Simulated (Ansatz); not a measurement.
# Hg (I4_1/amd) in Ansatz: convergence with xc grid

Aim: find how far xc grid must go before the results for Hg settle, at PBEsol. This setting moves, with any that are tied to it; all else stays.

Everything below comes from runs of Ansatz 0.2.0. Logs are shortened: lines on timing, memory, paths and dates and some standing lists are left out, and cuts for length are marked.

## 1. Starting point

The structure is tetragonal, space group I4_1/amd (No. 141). Conventional cell: a = 5.860 Å, b = 5.860 Å, c = 3.145 Å, α = 90.00°, β = 90.00°, γ = 90.00°. Around Hg (site symmetry -4m2) lie 6 Hg at 3.03 to 3.15 Å.

## 2. With xc grid 1

input.yaml

```yaml
crystal:
  lattice:
    - [-2.92975414, 2.92975414, 1.57255255]
    - [2.92975414, -2.92975414, 1.57255255]
    - [2.92975414, 2.92975414, -1.57255255]
  atoms:
    - { symbol: Hg, position: [0.0, 0.0, 0.0] }
    - { symbol: Hg, position: [0.75, 0.25, 0.5] }
hamiltonian:
  xc: pbesol
  pseudopotentials: { kind: paw_fr }
magnetization:
  noncollinear: true
  spin_orbit: true
kpoints:
  mp_grid: { grid: [8, 8, 8] }
scf:
  occupations: { method: gaussian, width: 0.05 }
output:
  forces: true
  stress: true
  eigenvalues: true
basis:
  xc_grid: 1
```

Potentials or basis: Ansatz PAW.

The run is started by

```console
ansatz run input.yaml --threads 2 --pin off --max-ram 5632MiB --backend cpu --events-out ev --progress --plain --runs-dir out
```

Wall time 8.8 s (2 threads of Arm Neoverse V2, shared host); peak memory 0.51 GiB.

Results:

```
Free energy            : -27415.6213 eV
Pressure               : -3.7 GPa
Band gap on the k mesh : none (metal or under the smearing width)
```

## 3. With xc grid 2

input.yaml, as its differences from that of step 2:

```diff
@@ -23,2 +23,2 @@
 basis:
-  xc_grid: 1
+  xc_grid: 2
```

Potentials or basis: Ansatz PAW.

The run is started by

```console
ansatz run input.yaml --threads 2 --pin off --max-ram 5632MiB --backend cpu --events-out ev --progress --plain --runs-dir out
```

It took 9 s on 2 threads of Arm Neoverse V2, shared host; peak memory 0.52 GiB.

What came out:

- Free energy: -27415.6213 eV
- Pressure: -3.7 GPa
- Band gap on the k mesh: none (metal or under the smearing width)

## 4. With xc grid 3

input.yaml, as its differences from that of step 3:

```diff
@@ -23,2 +23,2 @@
 basis:
-  xc_grid: 2
+  xc_grid: 3
```

The run is started by

```console
ansatz run input.yaml --threads 2 --pin off --max-ram 5632MiB --backend cpu --events-out ev --progress --plain --runs-dir out
```

Run time: 9.1 s. Hardware: 2 threads of Arm Neoverse V2, shared host; peak memory 0.54 GiB.

It converged, with:

```yaml
Free_energy: -27415.6213 eV
Pressure: -3.7 GPa
Band_gap_on_the_k_mesh: none (metal or under the smearing width)
```

## 5. With xc grid 4

input.yaml, as its differences from that of step 4:

```diff
@@ -23,2 +23,2 @@
 basis:
-  xc_grid: 3
+  xc_grid: 4
```

The run is started by

```console
ansatz run input.yaml --threads 2 --pin off --max-ram 5632MiB --backend cpu --events-out ev --progress --plain --runs-dir out
```

It took 9.4 s on 2 threads of Arm Neoverse V2, shared host; peak memory 0.58 GiB.

It converged, with:

```yaml
Free_energy: -27415.6213 eV
Pressure: -3.7 GPa
Band_gap_on_the_k_mesh: none (metal or under the smearing width)
```

## 6. With xc grid 5

input.yaml, as its differences from that of step 5:

```diff
@@ -23,2 +23,2 @@
 basis:
-  xc_grid: 4
+  xc_grid: 5
```

Potentials or basis: Ansatz PAW.

The run is started by

```console
ansatz run input.yaml --threads 2 --pin off --max-ram 5632MiB --backend cpu --events-out ev --progress --plain --runs-dir out
```

What it wrote:

```text
Warning: RAYON_NUM_THREADS=2 ignored (pool sized by the plan → 2); use --threads N
Engine: ansatz 0.2.0, aarch64-unknown-linux-gnu
Pseudopotentials: kind: paw_fr
Pseudopotential: Hg, paw_fr, valence charge 20, recommended cutoff 420 eV (normal), Hg.paw.azcp#standard-fr
Functional definition: PBEsol
  exchange = pbesol_x
  correlation = pbesol_c
non-collinear run that drives no moment, with spin-orbit: no starting moment large enough to seed its density (crystal.atoms[].spin), no starting occupations that ask for one, no magnetisation constraint and no magnetic field, so the semilocal B_xc is pinned to zero
Crystal: 2 atoms, lattice volume = 53.992 Å³
Basis set: ecut = 420 eV, 1061 PW (Γ), exchange–correlation on 150×150×150 points (125 copies of the dense FFT grid, shifted against one another)
Bands: 48, of which v1, the nominal top of the filled ones, is band 40 counted from 1 (39 counted from 0)
Symmetry: 16 space group operations + 16 with time reversal
Magnetic group: BNS 141.552 (UNI 1212), of the structure as read, at distance tolerance 3.8e-5 Å
k-points: 59 of 512
Projection manifold: j_resolved (fully-relativistic pseudo-atomic orbitals)
Non-local potential: Hg, projectors of the file, l = 0: 3, l = 1: 4, l = 2: 4, l = 3: 2
PAW form: soft (Blöchl's): semilocal exchange-correlation on the pseudo side does not see the compensation charge
[... 32 lines left out ...]
  E_xc         = -437.945399
  E_vxc        = -523.416958  (∫ρ·V_xc dr)
  E_paw        = -19660.259634  (= ΣΔE_a)
  E_vpaw       = -875.630802  (= ΣTr[D̂ρ^β])
  E_aug_tail   = 0.001685  (compensation charges beyond the density's cutoff)
  E_ewald      = -5487.766758
  E_core_change = 0.668890  (= ΣΔE_core)
  E_smearing   = -0.001013  (= −TS)
  E_closure    = 0.000000  (closes the sum)
  Σ components = -27415.621259   (vs F -27415.621259, Δ=0.00e0)
--- Forces (eV/Å), atoms counted from 1 ---
  atom   1  Hg    -0.00000000     0.00000000    -0.00000000
  atom   2  Hg     0.00000000     0.00000000     0.00000000
  max |Σ_I F_I| component: 0.00e0 eV/Å
--- Stress (GPa, compression-positive) ---
       -3.656477      -0.000000      -0.000000
       -0.000000      -3.656477       0.000000
       -0.000000       0.000000      -3.893589
  P = ⅓ Tr σ = -3.7355 GPa (-37.355 kbar)
--- Band table (eV; the first three rows and the last of 59) ---
  k-point 0: bands = ["-102.2916", "-102.2916", "-102.2894", "-102.2894", "-64.3798", "-64.3798", "-64.3699", "-64.3699", "-46.0481", "-46.0481", "-46.0165", "-46.0165", "-45.9986", "-45.9986", "-45.9970", "-45.9970", "3.9912", "3.9912", "4.1440", "4.1440", "4.2966", "4.2966", "4.3177", "4.3177", "4.3490", "4.3490", "6.1871", "6.1871", "6.2370", "6.2370", "6.2737", "6.2737", "6.3846", "6.3846", "6.9780", "6.9780", "7.2769", "7.2769", "13.4093", "13.4093", "13.4725", "13.4725", "14.5916", "14.5916", "19.9182", "19.9182", "21.7883", "21.7883"]
  k-point 1: bands = ["-102.2915", "-102.2915", "-102.2895", "-102.2895", "-64.3794", "-64.3794", "-64.3703", "-64.3703", "-46.0463", "-46.0463", "-46.0162", "-46.0162", "-45.9992", "-45.9992", "-45.9987", "-45.9987", "4.1352", "4.1352", "4.1786", "4.1786", "4.3124", "4.3124", "4.3246", "4.3246", "4.3613", "4.3613", "6.1752", "6.1752", "6.1895", "6.1895", "6.2812", "6.2812", "6.4457", "6.4457", "6.9439", "6.9439", "7.2012", "7.2012", "11.7688", "11.7688", "14.1703", "14.1703", "15.5777", "15.5777", "20.4604", "20.4604", "21.2219", "21.2219"]
  k-point 2: bands = ["-102.2913", "-102.2913", "-102.2897", "-102.2897", "-64.3783", "-64.3783", "-64.3714", "-64.3714", "-46.0412", "-46.0412", "-46.0155", "-46.0155", "-46.0030", "-46.0030", "-46.0009", "-46.0009", "4.2469", "4.2469", "4.2951", "4.2951", "4.3066", "4.3066", "4.4241", "4.4241", "4.6471", "4.6471", "6.0790", "6.0790", "6.1674", "6.1674", "6.3377", "6.3377", "6.5061", "6.5061", "6.8584", "6.8584", "7.0546", "7.0546", "9.9646", "9.9646", "14.9855", "14.9855", "16.6590", "16.6590", "20.0379", "20.0379", "21.1075", "21.1075"]
  k-point 58: bands = ["-102.2905", "-102.2905", "-102.2905", "-102.2905", "-64.3749", "-64.3749", "-64.3749", "-64.3749", "-46.0344", "-46.0344", "-46.0344", "-46.0344", "-45.9962", "-45.9962", "-45.9962", "-45.9962", "4.2705", "4.2705", "4.2705", "4.2705", "4.3242", "4.3242", "4.3242", "4.3242", "5.9092", "5.9092", "5.9092", "5.9092", "6.2348", "6.2348", "6.2348", "6.2348", "6.7586", "6.7586", "6.7586", "6.7586", "9.7339", "9.7339", "9.7339", "9.7339", "10.5842", "10.5842", "10.5842", "10.5842", "22.3084", "22.3084", "22.3084", "22.3084"]
```

Run time: 9.9 s. Hardware: 2 threads of Arm Neoverse V2, shared host; peak memory 0.64 GiB.

What came out:

```
Free energy            : -27415.6213 eV
Pressure               : -3.7 GPa
Band gap on the k mesh : none (metal or under the smearing width)
```

## 7. Summary

| xc grid | energy less the tightest run, at zero smearing (meV/atom) | SCF cycles | CPU time (s) | peak memory (GiB) |
| --- | --- | --- | --- | --- |
| 1 | 0.00 | 7 | 17 | 0.51 |
| 2 | 0.00 | 7 | 18 | 0.52 |
| 3 | 0.00 | 7 | 18 | 0.54 |
| 4 | 0.00 | 7 | 18 | 0.58 |
| 5 | 0.00 | 7 | 19 | 0.64 |

Against the tightest run, the energy stays within 1 meV/atom from 1 on. The tightest run that finished is the yardstick and may itself not be fully converged.

Caveats: the PAW data sets come from PBE, with cores solved anew for the run's functional, which leaves a small shift of forces and pressure.
